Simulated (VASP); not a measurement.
A run of VASP 6.6.1:

INCAR

```
PREC = Accurate
ENCUT = 600
EDIFF = 1E-7
ISMEAR = 1
SIGMA = 0.1
LREAL = False
LASPH = True
NELM = 80
ALGO = Normal
ISIF = 3
LWAVE = False
LCHARG = False
GGA = PE
IVDW = 12
IBRION = 2
NSW = 90
EDIFFG = -0.005
```

KPOINTS

```
Automatic mesh
0
Gamma
  16 16 16
```

The input POSCAR:

```
W                                       
1.0
   -1.5800809530      1.5800809530      1.5800809530
    1.5800809530     -1.5800809530      1.5800809530
    1.5800809530      1.5800809530     -1.5800809530
  W             
     1
Direct
     0.0000000000000000    0.0000000000000000    0.0000000000000000
```

Potentials or basis: VASP PAW PBE potentials, release 64 (W_sv).

Launch:

```sh
$ cat potpaw_PBE.64/W_sv/POTCAR > POTCAR
$ mpirun -np 1 vasp_std > vasp.out
```

Hardware: 1 thread of Intel(R) Xeon(R) Platinum 8488C (Sapphire Rapids) (shared host).

**Question.** How long does it take, and how much memory?

**Answer.** It took 13 s on 1 thread of Intel(R) Xeon(R) Platinum 8488C (Sapphire Rapids), on a shared host, peak memory 0.17 GiB. Counts: scf iterations 11, k points 145, ion steps 1.
